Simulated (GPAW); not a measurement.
A run of GPAW 26.7.0 is set up as follows.

File run.py:

```python
from ase.calculators.mixing import SumCalculator
from ase.eos import EquationOfState
from ase.io import Trajectory, read
from ase.units import GPa
from dftd3.ase import DFTD3
from gpaw import GPAW, PW, setup_paths

setup_paths.insert(0, '.')

atoms = read('AlNi.xyz')
atoms.set_initial_magnetic_moments([1.0, 0.0])

traj = Trajectory('eos.traj', 'w')
volumes, energies = [], []
for x in [0.94, 0.96, 0.98, 1.0, 1.02, 1.04, 1.06]:
    a = atoms.copy()
    a.set_cell(atoms.cell * x**(1 / 3), scale_atoms=True)
    calc = GPAW(mode=PW(600),
                xc='PBEsol',
                kpts={'size': (7, 7, 7), 'gamma': True},
                occupations={'name': 'fermi-dirac', 'width': 0.05},
                nbands=20,
                convergence={'density': 1e-05, 'energy': 1e-05},
                maxiter=150,
                txt=f'eos-{x:.2f}.txt')
    a.calc = SumCalculator([calc, DFTD3(method='pbesol', damping='d3zero')])
    energies.append(a.get_potential_energy())
    volumes.append(a.get_volume())
    p = -a.get_stress()[:3].mean() / GPa
    calc.write(f'eos-{x:.2f}.gpw')
    traj.write(a)
    print(f'{x:.2f} {volumes[-1]:10.4f} A^3 {energies[-1]:14.6f} eV {p:9.3f} GPa', flush=True)

v0, e0, B = EquationOfState(volumes, energies, eos='birchmurnaghan').fit()
print(f'V0 = {v0:.4f} A^3, E0 = {e0:.6f} eV, B0 = {B / GPa:.2f} GPa')
```

File AlNi.xyz:

```xyz
2
Lattice="2.8810000000 0.0000000000 0.0000000000 0.0000000000 2.8810000000 0.0000000000 0.0000000000 0.0000000000 2.8810000000" Properties=species:S:1:pos:R:3 pbc="T T T"
Ni     1.4405000000      1.4405000000      1.4405000000
Al     0.0000000000      0.0000000000      0.0000000000
```

Potentials or basis: PAW data sets generated in the run's folder for this functional, pw.

The run is started by

```sh
$ gpaw-setup -f PBEsol Al Ni
$ OMP_NUM_THREADS=1 python run.py
```

Question: Estimate the equilibrium volume.

Answer: 11.49 Å³/atom.

Question: Predict the bulk modulus.

Answer: 181 GPa.

Question: Predict the pressure derivative of the bulk modulus.

Answer: 4.5.

Energy against volume, from the lowest point:
| volume (Å³/atom) | energy (meV/atom) |
| --- | --- |
| 11.239 | 3.24 |
| 11.478 | 0.00 |
| 11.717 | 2.39 |
| 11.956 | 9.84 |
| 12.196 | 21.81 |
| 12.435 | 37.79 |
| 12.674 | 57.37 |
